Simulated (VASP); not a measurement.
# PbS in VASP: how settings move the PBE single point

The PBE single point of rocksalt PbS is repeated with altered inputs. Which of them can be trusted?

Program: VASP 6.6.1. PAW datasets, plane waves. The values are computed, spin-unpolarised, and not measurements.

## 1. The structure to begin with

The cell comes from an earlier relaxation with r2SCAN in another program.

Space group Fm-3m (No. 225), cubic; a = 5.974 Å in the conventional setting, 26.66 Å³ an atom. Pb has 6 S at 2.99 Å; S has 6 Pb at 2.99 Å.

Structure file:

```
CELL_PARAMETERS angstrom
0.00000 2.98723 2.98723
2.98723 0.00000 2.98723
2.98723 2.98723 0.00000
ATOMIC_POSITIONS crystal
Pb 0.00000 0.00000 0.00000
S 0.50000 0.50000 0.50000
```

## 2. The reference run

File INCAR:

```
ENCUT = 520.000000
SIGMA = 0.020000
EDIFF = 1.00e-07
GGA = PE
PREC = Accurate
IBRION = -1
ISIF = 2
ISMEAR = -1
NBANDS = 17
NELM = 120
NSW = 0
LASPH = .TRUE.
LCHARG = .TRUE.
LELF = .TRUE.
LWAVE = .FALSE.
LREAL = .FALSE.
```

File KPOINTS:

```
KPOINTS created by Atomic Simulation Environment
0
Gamma
8 8 8
0 0 0
```

File POSCAR:

```
Pb S
 1.0000000000000000
     0.0000000000000000    2.9872326910541420    2.9872326910541420
     2.9872326910541420    0.0000000000000000    2.9872326910541420
     2.9872326910541420    2.9872326910541420    0.0000000000000000
 Pb  S
   1   1
Cartesian
 -0.0000000000000000  0.0000000000000000  0.0000000000000000
  2.9872326910541420  2.9872326910541420  2.9872326910541420
```

A file KPOINTS_OPT adds named points for the levels; it doesn't enter the self-consistent loop.

Potentials: the recommended PBE PAW datasets, 20 valence electrons.

Run with:

```sh
$ mpirun -np 1 vasp_std
```

## 3. Altered input 1

File INCAR:

```
ENCUT = 520.000000
SIGMA = 0.020000
EDIFF = 1.00e-07
GGA = PE
PREC = Accurate
IBRION = -1
ISIF = 2
ISMEAR = -1
NBANDS = 17
NSW = 0
LASPH = .TRUE.
LCHARG = .FALSE.
LWAVE = .FALSE.
LREAL = .TRUE.
NELM = 78
```

KPOINTS is that of step 2.

POSCAR is that of step 2.

## 4. Altered input 2

File INCAR:

```
ENCUT = 520.000000
SIGMA = 0.020000
GGA = PE
PREC = Accurate
IBRION = -1
ISIF = 2
ISMEAR = -1
NBANDS = 17
NELM = 120
NSW = 0
LASPH = .TRUE.
LCHARG = .FALSE.
LWAVE = .FALSE.
LREAL = .FALSE.
ALGO = Fast
EDIFF = 1e-08
```

KPOINTS is that of step 2.

POSCAR is that of step 2.

## 5. Altered input 3

File INCAR:

```
ENCUT = 520.000000
SIGMA = 0.020000
EDIFF = 1.00e-07
GGA = PE
IBRION = -1
ISIF = 2
ISMEAR = -1
NBANDS = 17
NSW = 0
LASPH = .TRUE.
LCHARG = .FALSE.
LWAVE = .FALSE.
LREAL = .FALSE.
PREC = Medium
NELM = 58
```

File KPOINTS:

```
KPOINTS created by Atomic Simulation Environment
0
Gamma
6 6 6
0 0 0
```

POSCAR is that of step 2.

## 6. Altered input 4

INCAR, as its differences from that of step 2:

```diff
@@ -9,8 +9,7 @@
 NBANDS = 17
-NELM = 120
 NSW = 0
 LASPH = .TRUE.
-LCHARG = .TRUE.
-LELF = .TRUE.
+LCHARG = .FALSE.
 LWAVE = .FALSE.
 LREAL = .FALSE.
+NELM = 73
```

KPOINTS is that of step 2.

File POSCAR:

```
Pb S
 1.0000000000000000
     0.0000000000000000    2.9872326910541420    2.9872326910541420
     2.9872326910541420    0.0000000000000000    2.9872326910541420
     2.9872326910541420    2.9872326910541420    0.0000000000000000
 Pb  S
   1   1
Cartesian
  0.0000000000000000  0.0000000000000000  0.0000000000000000
  0.4229921490532665  0.4534917948289293  0.3246823211906747
```

Q: Predict the outcome of this session. Wanted: for each run, changed; ending; energy change; pressure; electronic steps; usable.

The runs gave:

| run | changed | ending | energy change (meV/atom) | pressure (GPa) | gap on the mesh (eV; negative: overlap) | electronic steps | time | usable |
| --- | --- | --- | --- | --- | --- | --- | --- | --- |
| ref. | – | converged | 0 | 0.9 | 0.44 | 13 | 21 s | yes |
| 1 | LREAL = .TRUE., NELM = 78 | converged | -0.2 | 0.9 | 0.44 | 13 | 22 s | yes |
| 2 | ALGO = Fast, EDIFF = 1e-08 | converged | 0.0 | 0.9 | 0.44 | 20 | 28 s | yes |
| 3 | PREC = Medium, NELM = 58, mesh 6×6×6 | converged | -0.9 | 0.9 | 0.44 | 13 | 5.9 s | yes |
| 4 | another POSCAR | converged | 222865.8 | 1131.2 | -0.33 | 17 | 2.2 min | no |

**Reading.** Of 4 altered inputs, 1 ended normally on a faulty or unsound input, 3 gave usable results. Among the usable ones with comparable energies, «PREC = Medium, NELM = 58, mesh 6×6×6» moves the energy most, by -0.9 meV/atom.
